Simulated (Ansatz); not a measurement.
## Ge: which structure is lowest?

Theory: Ansatz 0.2.0, DFT, LDA (PW92), plane waves (420 eV) with PAW, scalar-relativistic. (PAW data from PBE, frozen cores regenerated.)

Each structure is relaxed within its own symmetry, so a high-lying one may be dynamically unstable.

| structure | ΔE (meV/atom) | V (Å³/atom) | cell | magnetic state |
| --- | --- | --- | --- | --- |
| diamond | 0 | 22.30 | a = 5.630 Å | spin not included |
| ST12 | 116 | 19.81 | a = 5.855 Å, c = 6.933 Å (c/a = 1.184) | spin not included |
| beta-Sn type | 179 | 17.91 | a = 5.076 Å, c = 2.781 Å (c/a = 0.548) | spin not included |
| simple cubic | 195 | 18.54 | a = 2.647 Å | spin not included |
| omega (AlB2-type) | 302 | 17.98 | a = 4.795 Å, c = 2.709 Å (c/a = 0.565) | spin not included |
| bcc | 307 | 17.91 | a = 3.297 Å | spin not included |
| fcc | 312 | 18.11 | a = 4.169 Å | spin not included |
| hcp | 312 | 17.95 | a = 2.989 Å, c = 4.640 Å (c/a = 1.552) | spin not included |
| dhcp | 316 | 18.05 | a = 2.969 Å, c = 9.462 Å (c/a = 3.187) | spin not included |
| A15 | 364 | 18.49 | a = 5.289 Å | spin not included |

ΔE counts from diamond.

Differences under about 8 meV lie within the error of the k-point mesh.
